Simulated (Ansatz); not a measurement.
# SnO$_{2}$: a jump of H

The calculation used Ansatz, DFT PBE, scalar-relativistic, plane waves, PAW. Settings: 420 eV cutoff, 3×3×3 k-mesh, Gaussian smearing of 0.02 eV, no spin polarisation.

Host crystal, relaxed:

```
Sn O
1.0
     4.82719    0.00000    0.00000
     0.00000    4.82719    0.00000
     0.00000    0.00000    3.23815
Sn O
2 4
Cartesian
  2.4136 2.4136 1.6191
  0.0000 0.0000 0.0000
  0.9337 3.8935 1.6191
  3.8935 0.9337 1.6191
  1.4799 1.4799 0.0000
  3.3473 3.3473 0.0000
```

In a supercell of 12 host sites, interstitial H hops to an equivalent place, moving 0.71 Å between the relaxed ends. Climbing-image nudged elastic band at fixed cell with images 0 (start) to 4 (end), the path measured over all atoms, converged to 0.05 eV/Å; the order of the saddle wasn't checked, and the small cell leaves errors of about a tenth of an eV. Zero-point motion and tunnelling, which matter for H, are left out. At the top the atom squeezes straight between two others, where symmetry can hold a band on a ridge, so a bent path, such as one by way of a neighbouring hole, may have a much lower barrier.

Supercell rows in host cell vectors: 0 1 -1; 0 -1 -1; -1 0 1. H was set at (0.150, 0.350, 0.500) of the host cell.

At the relaxed start H has 1 O at 1.01 Å.

A cell with an odd number of electrons and no spin polarisation is a metal by construction and may be lower with spin.

(1) What barrier does the band give, and what surrounds the atom at the top?

## Answers

(1) 0.16 eV at image 2, where H has 2 O at 1.25 Å, 2 Sn at 2.51 Å, 4 O at 2.58 Å.

Cost: 1 run of about 4.6 core-minutes, on Arm Neoverse V1 (shared hosts).